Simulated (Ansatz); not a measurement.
Orbital character of the bands of NaH

```
Na H
1.0
     3.97187    0.00000    0.00000
    -1.98593    3.43974    0.00000
     0.00000    0.00000    4.87405
Na H
2 2
Direct
  0.33333 0.66667 0.93800
  0.66667 0.33333 0.43800
  0.33333 0.66667 0.43800
  0.66667 0.33333 0.93800
```

Atom numbers follow the list: Na1, Na2, H3, H4.

The cell was built from the wurtzite type and relaxed in the same program, and has space group P6_3/mmc; it needn't be a known or the stable phase. The relaxation left the symmetry of that type.

Theory: DFT, PBE, all-electron LAPW, scalar-relativistic (Ansatz 0.2.0).

The runs use a Γ-centred 14×14×8 k mesh, Fermi–Dirac smearing of 0.03 eV, basis error target 1 meV/atom, no spin polarisation.

Weights are projections on a minimal set of Löwdin-orthogonalised atomic shells, summed over atoms of an element; the rest lies outside that basis, and weights on diffuse cation s shells are inflated where empty shells are missing from it. Energies are in eV from the valence-band top.

Points: Γ (0.000, 0.000, 0.000), M (0.500, 0.000, 0.000).

```
      state  character
Γ, -3.28 eV          ?
Γ, -0.02 eV          ?
M, -1.48 eV          ?
M, -0.59 eV          ?
```

Q: What belongs in the row "M, -0.59 eV", column "character"?

A: H 1s 85 %, Na 3s 13 %.

Q: What belongs in the row "M, -1.48 eV", column "character"?

A: H 1s 73 %, Na 3s 27 %.

Q: Give the missing entry: row "Γ, -3.28 eV", column "character".

A: Na 3s 62 %, H 1s 35 %.

Q: Fill in "character" for the row "Γ, -0.02 eV".

A: H 1s 92 %, Na 3s 7 %.
